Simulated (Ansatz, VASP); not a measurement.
## One calculation of V, two programs

```
V
1.0
     4.11511    0.00000    0.00000
    -2.05756    3.56379    0.00000
     0.00000    0.00000    2.64808
V
3
Cartesian
  1.3717 0.0000 0.8827
  -0.6858 1.1879 1.7654
  1.3717 2.3759 0.0000
```

Alike in both runs: functional PBEsol; k mesh 6 × 6 × 4; occupations gaussian, width 0.1 eV; no spin polarisation.

Ansatz relaxed the structure, and its values are those at the end. VASP's run is a single point on that final structure, the one shown.

|  | VASP | Ansatz |
| --- | --- | --- |
| version | VASP 6.6.1 | Ansatz 0.2.0 |
| potentials or method | VASP PAW PBE potentials, release 64 (V_sv) | scalar-relativistic, plane waves, PAW |
| plane-wave cutoff (eV) | 520 | 420 |
| valence electrons in the cell | 39 | 39 |

|  | VASP | Ansatz | Ansatz less VASP |
| --- | --- | --- | --- |
| gap on the k mesh at the Fermi level (eV) | none | none | - |
| pressure (GPa) | 0.2 | -0.1 | -0.25 |

A gap of «none» marks a metal or a gap that the smearing closes. The functional is the same, so the differences come from potentials, cutoffs and numerics.

Caveats: the k mesh is coarse (spacing up to 0.59 Å⁻¹), so the values aren't converged; the PAW data sets were made with another functional, which shifts forces and pressure a little (VASP).
